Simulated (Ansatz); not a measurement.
# MgB2 (P6/mmm) in Ansatz: further runs

One crystal, MgB2, is run at these levels: PBE; tasks: band structure, single point, equation of state.

All numbers are computed with Ansatz 0.2.0; they aren't measurements. Logs are shortened: lines on timing, memory, paths and dates and some standing lists are left out, and cuts for length are marked.

### 1 The crystal as given

Symmetry: P6/mmm, No. 191, hexagonal system. The conventional cell has a = 3.085 Å, b = 3.085 Å, c = 3.523 Å, α = 90.00°, β = 90.00°, γ = 120.00°. Mg (site symmetry 6/mmm) has 12 B at 2.51 Å as nearest neighbours. B (site symmetry -6m2) has 3 B at 1.78 Å as nearest neighbours.

### 2 Band structure, PBE

The input, input.yaml:

```yaml
crystal:
  lattice:
    - [3.085, 0.0, 0.0]
    - [-1.5425, 2.6716883707, 0.0]
    - [0.0, 0.0, 3.523]
  atoms:
    - { symbol: Mg, position: [0.0, 0.0, 0.0] }
    - { symbol: B, position: [0.6666666667, 0.3333333333, 0.5] }
    - { symbol: B, position: [0.3333333333, 0.6666666667, 0.5] }
hamiltonian:
  xc: pbe
  pseudopotentials: { kind: paw }
kpoints:
  mp_grid: { grid: [10, 10, 8] }
  band_path:
    path:
      - [[0.0, 0.0, 0.0], [0.5, 0.0, 0.0], [0.3333333333, 0.3333333333, 0.0], [0.0, 0.0, 0.0], [0.0, 0.0, 0.5], [0.5, 0.0, 0.5], [0.3333333333, 0.3333333333, 0.5], [0.0, 0.0, 0.5]]
      - [[0.5, 0.0, 0.5], [0.5, 0.0, 0.0]]
      - [[0.3333333333, 0.3333333333, 0.0], [0.3333333333, 0.3333333333, 0.5]]
    npoints: 14
scf:
  occupations: { method: fermi_dirac, width: 0.05 }
  n_extra_bands: 7
output:
  forces: true
  stress: true
  eigenvalues: true
  fatbands: false
```

Potentials or basis: Ansatz PAW.

The run is started by

```console
$ ansatz run input.yaml --threads 2 --pin off --max-ram 5632MiB --backend cpu --events-out ev --progress --plain --runs-dir out
```

Output:

```text
Warning: RAYON_NUM_THREADS=2 ignored (pool sized by the plan → 2); use --threads N
scf.n_extra_bands = 7 over 8 filled bands (N_el = 16.0): the run solves 15 bands
Engine: ansatz 0.2.0, aarch64-unknown-linux-gnu
Pseudopotentials: kind: paw
Pseudopotential: Mg, paw, valence charge 10, recommended cutoff 420 eV (normal), Mg.paw.azcp
Pseudopotential: B, paw, valence charge 3, recommended cutoff 420 eV (normal), B.paw.azcp
Functional definition: PBE
  parameter kappa = 0.804
  parameter beta = 0.06672455060314922
  exchange = pbe_x(kappa = kappa, mu = beta*pi^2/3)
  correlation = pbe_c(beta = beta)
Crystal: 3 atoms, lattice volume = 29.037 Å³
Basis set: ecut = 420 eV, 563 PW (Γ), exchange–correlation on 48×48×48 points (8 copies of the dense FFT grid, shifted against one another)
Bands: 15, of which v1, the nominal top of the filled ones, is band 8 counted from 1 (7 counted from 0)
Symmetry: 24 space group operations
Space group: P6/mmm (ITA 191), of the structure as read, at distance tolerance 3.1e-5 Å
k-points: 70 of 800
Non-local potential: Mg, projectors of the file, l = 0: 3, l = 1: 2, l = 2: 1
Non-local potential: B, projectors of the file, l = 0: 2, l = 1: 2, l = 2: 1
PAW form: soft (Blöchl's): semilocal exchange-correlation on the pseudo side does not see the compensation charge
PAW one-centre angular grid: Mg, 110 points (default); XC on 64 Gauss nodes
PAW one-centre angular grid: B, 110 points (default); XC on 64 Gauss nodes
Initial density: superposition of atomic densities (neutral atoms: chi_scale 0, normalization atom), corrected by the library's trained network
Initial wavefunctions: pseudopotential atomic-orbital guess
Functional: x = pbe(κ = 0.804, μ = 0.2195149727645171), c = pbe(β = 0.06672455060314922)
SCF iter   1: F=—  HF=-2236.022532 eV  |F-HF|=—  |Δ(HF+E_count)|=         —  Δρ=1.57e-3  dr2=4.80e-4  ethr=1.77e-3  ⟨swp⟩=5.0  Hψ=5332  notcnv=0  defer=33
preconditioner: auto → none  [metal: Δε(μ)=0.041 eV  Ē_g=13.792 eV  σ=0.050 eV  W_gap=0.20  n_scr=8 (ndim 8)  ℏωp=19.5 eV  f_vac=0.000  D(μ)=0.73/eV (n_scr^D=2)  sad-step TF]
SCF iter   2: F=—  HF=-2236.023075 eV  |F-HF|=—  |Δ(HF+E_count)|=   5.43e-4  Δρ=9.16e-4  dr2=1.73e-4  ethr=3.00e-6  ⟨swp⟩=2.1  Hψ=1973  notcnv=0  defer=89
SCF iter   3: F=—  HF=-2236.023096 eV  |F-HF|=—  |Δ(HF+E_count)|=   2.10e-5  Δρ=3.04e-4  dr2=8.87e-6  ethr=1.08e-6  ⟨swp⟩=2.1  Hψ=1376  notcnv=0  defer=89
SCF iter   4: F=—  HF=-2236.023112 eV  |F-HF|=—  |Δ(HF+E_count)|=   1.62e-5  Δρ=1.00e-4  dr2=1.26e-6  ethr=5.55e-8  ⟨swp⟩=2.2  Hψ=1396  notcnv=0  defer=89
SCF iter   5: F=—  HF=-2236.023111 eV  |F-HF|=—  |Δ(HF+E_count)|=   7.64e-7  Δρ=3.57e-5  dr2=1.08e-7  ethr=7.86e-9  ⟨swp⟩=2.2  Hψ=1382  notcnv=0  defer=89
SCF iter   6: F=-2236.023111 eV  HF=-2236.023111 eV  |F-HF|=2.82e-8  |Δ(HF+E_count)|=   5.59e-8  Δρ=1.18e-5  dr2=1.42e-8  ethr=6.25e-10  ⟨swp⟩=7.5  Hψ=4751  notcnv=0
SCF 1 converged in 6 iterations: F = -2236.023111 eV  dr2 = 1.42e-8
NSCF: frozen V_eff on 129 k-points
SCF converged after 6 iterations
Free energy (F): -2236.023111 eV
Harris-Foulkes:  -2236.023111 eV  (|F-HF|=2.82e-8)
Internal energy: -2236.017018 eV  (E = F + TS)
E sigma→0 (E₀):  -2236.020064 eV
Entropy (-TS):   -0.006093 eV (-2.031 meV/atom)
Fermi energy:    9.272822 eV
--- Per-component energies (eV) ---
  E_band       = -293.596885
  E_kinetic    = 173.684373
  E_local      = -1521.265579  (includes V_loc(G=0)·N_el)
  E_nonlocal   = 118.062315
  E_hartree    = 541.460665
  E_xc         = -94.109959
  E_vxc        = -114.862066  (∫ρ·V_xc dr)
  E_paw        = -448.987782  (= ΣΔE_a)
  E_vpaw       = -32.140724  (= ΣTr[D̂ρ^β])
  E_aug_tail   = -0.000013  (compensation charges beyond the density's cutoff)
  E_ewald      = -1004.861037
  E_smearing   = -0.006093  (= −TS)
  E_closure    = -0.000000  (closes the sum)
  Σ components = -2236.023111   (vs F -2236.023111, Δ=0.00e0)
--- Forces (eV/Å), atoms counted from 1 ---
  atom   1  Mg     0.00000000     0.00000000     0.00000000
  atom   2  B      0.00000000     0.00000000     0.00000000
  atom   3  B     -0.00000000    -0.00000000     0.00000000
  max |Σ_I F_I| component: 9.86e-32 eV/Å
--- Stress (GPa, compression-positive) ---
       -0.914159       0.000000       0.000000
       -0.000000      -0.914159       0.000000
        0.000000       0.000000      -0.896497
  P = ⅓ Tr σ = -0.9083 GPa (-9.083 kbar)
--- Band table (eV; the first three rows and the last of 70) ---
  k-point 0: bands = ["-65.9578", "-32.7062", "-32.7062", "-32.6908", "-3.1773", "6.3051", "9.5979", "9.5979", "10.8836", "15.5363", "15.5363", "17.2936", "19.1581", "21.8757", "25.3527"]
  k-point 1: bands = ["-65.9578", "-32.7061", "-32.7061", "-32.6919", "-3.0425", "5.3379", "9.6491", "9.6491", "12.1660", "15.5810", "15.5810", "17.2750", "19.1423", "22.0048", "24.2434"]
  k-point 2: bands = ["-65.9577", "-32.7059", "-32.7059", "-32.6945", "-2.6654", "3.7222", "9.7774", "9.7774", "14.7170", "15.6946", "15.6946", "17.2298", "19.1063", "22.3600", "22.6908"]
  k-point 69: bands = ["-65.9539", "-32.7360", "-32.7287", "-32.6910", "2.1772", "3.3893", "4.3731", "6.5169", "7.9107", "13.0050", "19.9764", "20.4775", "22.6182", "22.7654", "23.3445"]
```

Wall time 1.7 s (2 threads of Arm Neoverse V1, shared host); peak memory 0.29 GiB.

Results:

```
Free energy            : -2236.0231 eV
Pressure               : -0.9 GPa
Band gap on the k mesh : none (metal or under the smearing width)
```

Levels at the corners of the path, in eV from the Fermi level:
| point | band 6 | band 7 | band 8 | band 9 | band 10 | band 11 |
| --- | --- | --- | --- | --- | --- | --- |
| Γ | -2.97 | 0.33 | 0.33 | 1.61 | 6.26 | 6.26 |
| M | -7.86 | -2.20 | 0.17 | 3.03 | 3.83 | 5.28 |
| K | -7.29 | -5.88 | 1.75 | 1.75 | 6.13 | 6.13 |
| Γ | -2.97 | 0.33 | 0.33 | 1.61 | 6.26 | 6.26 |
| A | -7.46 | 0.70 | 0.70 | 6.60 | 6.60 | 7.89 |
| L | -6.94 | -3.59 | -1.91 | -1.33 | 5.65 | 8.71 |
| H | -6.40 | -5.20 | -2.04 | -2.04 | 3.52 | 11.59 |
| A | -7.46 | 0.70 | 0.70 | 6.60 | 6.60 | 7.89 |
| L | -6.94 | -3.59 | -1.91 | -1.33 | 5.65 | 8.71 |
| M | -7.86 | -2.20 | 0.17 | 3.03 | 3.83 | 5.28 |
| K | -7.29 | -5.88 | 1.75 | 1.75 | 6.13 | 6.13 |
| H | -6.40 | -5.20 | -2.04 | -2.04 | 3.52 | 11.59 |

### 3 Single point, PBE, 9.10 Å³/atom (volume scaled by 0.94)

The input, input.yaml:

```yaml
crystal:
  lattice:
    - [3.0220231454, 0.0, 0.0]
    - [-1.5110115727, 2.6171488148, 0.0]
    - [0.0, 0.0, 3.451081861]
  atoms:
    - { symbol: Mg, position: [0.0, 0.0, 0.0] }
    - { symbol: B, position: [0.6666666667, 0.3333333333, 0.5] }
    - { symbol: B, position: [0.3333333333, 0.6666666667, 0.5] }
hamiltonian:
  xc: pbe
  pseudopotentials: { kind: paw }
kpoints:
  mp_grid: { grid: [10, 10, 8] }
scf:
  occupations: { method: fermi_dirac, width: 0.05 }
output:
  forces: true
  stress: true
  eigenvalues: true
  write_density: true
  write_potential: true
  elf: true
  volumetric_format: npy
```

Potentials or basis: Ansatz PAW.

The run is started by

```console
$ ansatz run input.yaml --threads 2 --pin off --max-ram 5632MiB --backend cpu --events-out ev --progress --plain --runs-dir out
```

Run time: 1.1 s. Hardware: 2 threads of Arm Neoverse V1, shared host; peak memory 0.29 GiB.

Results (log left out):

```
Free energy            : -2235.9797 eV
Pressure               : 9.4 GPa
Band gap on the k mesh : none (metal or under the smearing width)
```

### 4 Single point, PBE, 9.29 Å³/atom (volume scaled by 0.96)

input.yaml, as its differences from that of step 3:

```diff
@@ -2,5 +2,5 @@
   lattice:
-    - [3.0220231454, 0.0, 0.0]
-    - [-1.5110115727, 2.6171488148, 0.0]
-    - [0.0, 0.0, 3.451081861]
+    - [3.0433056997, 0.0, 0.0]
+    - [-1.5216528499, 2.6355800475, 0.0]
+    - [0.0, 0.0, 3.4753860551]
   atoms:
@@ -20,5 +20 @@
   eigenvalues: true
-  write_density: true
-  write_potential: true
-  elf: true
-  volumetric_format: npy
```

The run is started by

```console
$ ansatz run input.yaml --threads 2 --pin off --max-ram 5632MiB --backend cpu --events-out ev --progress --plain --runs-dir out
```

Run time: 0.87 s. Hardware: 2 threads of Arm Neoverse V1, shared host; peak memory 0.28 GiB.

The run converged. Its results:

```yaml
Free_energy: -2236.0067 eV
Pressure: 5.6 GPa
Band_gap_on_the_k_mesh: none (metal or under the smearing width)
```

### 5 Single point, PBE, 9.49 Å³/atom (volume scaled by 0.98)

input.yaml, as its differences from that of step 4:

```diff
@@ -2,5 +2,5 @@
   lattice:
-    - [3.0433056997, 0.0, 0.0]
-    - [-1.5216528499, 2.6355800475, 0.0]
-    - [0.0, 0.0, 3.4753860551]
+    - [3.0642946782, 0.0, 0.0]
+    - [-1.5321473391, 2.653757036, 0.0]
+    - [0.0, 0.0, 3.4993549923]
   atoms:
```

The run is started by

```console
$ ansatz run input.yaml --threads 2 --pin off --max-ram 5632MiB --backend cpu --events-out ev --progress --plain --runs-dir out
```

It took 0.87 s on 2 threads of Arm Neoverse V1, shared host; peak memory 0.28 GiB.

It converged, with:

| Quantity | Value |
| --- | --- |
| Free energy | -2236.0208 eV |
| Pressure | 2.2 GPa |
| Band gap on the k mesh | none (metal or under the smearing width) |

### 6 Single point, PBE, 9.68 Å³/atom

input.yaml, as its differences from that of step 5:

```diff
@@ -2,5 +2,5 @@
   lattice:
-    - [3.0642946782, 0.0, 0.0]
-    - [-1.5321473391, 2.653757036, 0.0]
-    - [0.0, 0.0, 3.4993549923]
+    - [3.085, 0.0, 0.0]
+    - [-1.5425, 2.6716883707, 0.0]
+    - [0.0, 0.0, 3.523]
   atoms:
@@ -20 +20,5 @@
   eigenvalues: true
+  write_density: true
+  write_potential: true
+  elf: true
+  volumetric_format: npy
```

Potentials or basis: Ansatz PAW.

The run is started by

```console
$ ansatz run input.yaml --threads 2 --pin off --max-ram 5632MiB --backend cpu --events-out ev --progress --plain --runs-dir out
```

It took 1.2 s on 2 threads of Arm Neoverse V1, shared host; peak memory 0.29 GiB.

Results (log left out):

| Quantity | Value |
| --- | --- |
| Free energy | -2236.0231 eV |
| Pressure | -0.9 GPa |
| Band gap on the k mesh | none (metal or under the smearing width) |

### 7 Single point, PBE, 9.87 Å³/atom (volume scaled by 1.02)

input.yaml, as its differences from that of step 6:

```diff
@@ -2,5 +2,5 @@
   lattice:
-    - [3.085, 0.0, 0.0]
-    - [-1.5425, 2.6716883707, 0.0]
-    - [0.0, 0.0, 3.523]
+    - [3.105431059, 0.0, 0.0]
+    - [-1.5527155295, 2.6893821868, 0.0]
+    - [0.0, 0.0, 3.5463318058]
   atoms:
```

The run is started by

```console
$ ansatz run input.yaml --threads 2 --pin off --max-ram 5632MiB --backend cpu --events-out ev --progress --plain --runs-dir out
```

Wall time 1.1 s (2 threads of Arm Neoverse V1, shared host); peak memory 0.29 GiB.

It converged, with:

* Free energy: -2236.0146 eV
* Pressure: -3.7 GPa
* Band gap on the k mesh: none (metal or under the smearing width)

### 8 Single point, PBE, 10.07 Å³/atom (volume scaled by 1.04)

input.yaml, as its differences from that of step 7:

```diff
@@ -2,5 +2,5 @@
   lattice:
-    - [3.105431059, 0.0, 0.0]
-    - [-1.5527155295, 2.6893821868, 0.0]
-    - [0.0, 0.0, 3.5463318058]
+    - [3.1255967608, 0.0, 0.0]
+    - [-1.5627983804, 2.7068461969, 0.0]
+    - [0.0, 0.0, 3.5693605797]
   atoms:
```

The run is started by

```console
$ ansatz run input.yaml --threads 2 --pin off --max-ram 5632MiB --backend cpu --events-out ev --progress --plain --runs-dir out
```

Run time: 1.1 s. Hardware: 2 threads of Arm Neoverse V1, shared host; peak memory 0.29 GiB.

Results (log left out):

```yaml
Free_energy: -2235.9962 eV
Pressure: -6.3 GPa
Band_gap_on_the_k_mesh: none (metal or under the smearing width)
```

### 9 Single point, PBE, 10.26 Å³/atom (volume scaled by 1.06)

input.yaml, as its differences from that of step 8:

```diff
@@ -2,5 +2,5 @@
   lattice:
-    - [3.1255967608, 0.0, 0.0]
-    - [-1.5627983804, 2.7068461969, 0.0]
-    - [0.0, 0.0, 3.5693605797]
+    - [3.1455055572, 0.0, 0.0]
+    - [-1.5727527786, 2.7240877203, 0.0]
+    - [0.0, 0.0, 3.5920959734]
   atoms:
@@ -20,5 +20 @@
   eigenvalues: true
-  write_density: true
-  write_potential: true
-  elf: true
-  volumetric_format: npy
```

Potentials or basis: Ansatz PAW.

The run is started by

```console
$ ansatz run input.yaml --threads 2 --pin off --max-ram 5632MiB --backend cpu --events-out ev --progress --plain --runs-dir out
```

Run time: 0.86 s. Hardware: 2 threads of Arm Neoverse V1, shared host; peak memory 0.29 GiB.

Results (log left out):

```yaml
Free_energy: -2235.9689 eV
Pressure: -8.7 GPa
Band_gap_on_the_k_mesh: none (metal or under the smearing width)
```

### 10 Equation of state, PBE

Potentials or basis: Ansatz PAW.

No new run: the results of the series are fitted here.

What came out:

| Property | Result |
| --- | --- |
| Equilibrium volume | 9.62 Å³/atom |
| Bulk modulus at fixed shape and positions | 152 GPa |
| Pressure derivative of the bulk modulus | 3.6 |

Energy against volume, from the lowest point:
| volume (Å³/atom) | energy (meV/atom) |
| --- | --- |
| 9.098 | 14.47 |
| 9.292 | 5.46 |
| 9.485 | 0.76 |
| 9.679 | 0.00 |
| 9.873 | 2.84 |
| 10.066 | 8.96 |
| 10.260 | 18.07 |

Caveat: the cell was scaled at fixed shape and fractional positions, which overstates the stiffness of a crystal with free parameters, most of all of layers and chains.
